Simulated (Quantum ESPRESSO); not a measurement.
## TaN in Quantum ESPRESSO: the effect of functional

Crystal: TaN.

```
Ta N
1.0
     0.00000    2.21132    2.21132
     2.21132    0.00000    2.21132
     2.21132    2.21132    0.00000
Ta N
1 1
Direct
  0.50000 0.50000 0.50000
  0.00000 0.00000 0.00000
```

The cell comes from a database or a generator and needn't be the stable form of this composition.

Alike in all runs:

| Property | Result |
| --- | --- |
| Program | Quantum ESPRESSO 7.5 |
| Task | phonon dispersion |
| Cutoff | 762 eV |
| Density cutoff | 6095 eV |
| k mesh | 8 × 8 × 8 |
| Occupations | cold, width 0.2 eV |
| Spin | no spin polarisation |

Each run relaxes the cell or the atoms first.

```csv
functional,potentials or basis,relaxed volume (Å³/atom),highest phonon frequency (cm⁻¹)
LDA,GBRV 1.5 LDA,?,?
PBE,GBRV 1.5 PBE,10.78,533
PBEsol,GBRV 1.5 PBEsol,10.48,558
```

What does the run with functional LDA give?

Relaxed volume 10.29 Å³/atom; highest phonon frequency 570 cm⁻¹.

Caveats: the mesh is thin for the phonons of a metal; some modes are imaginary.
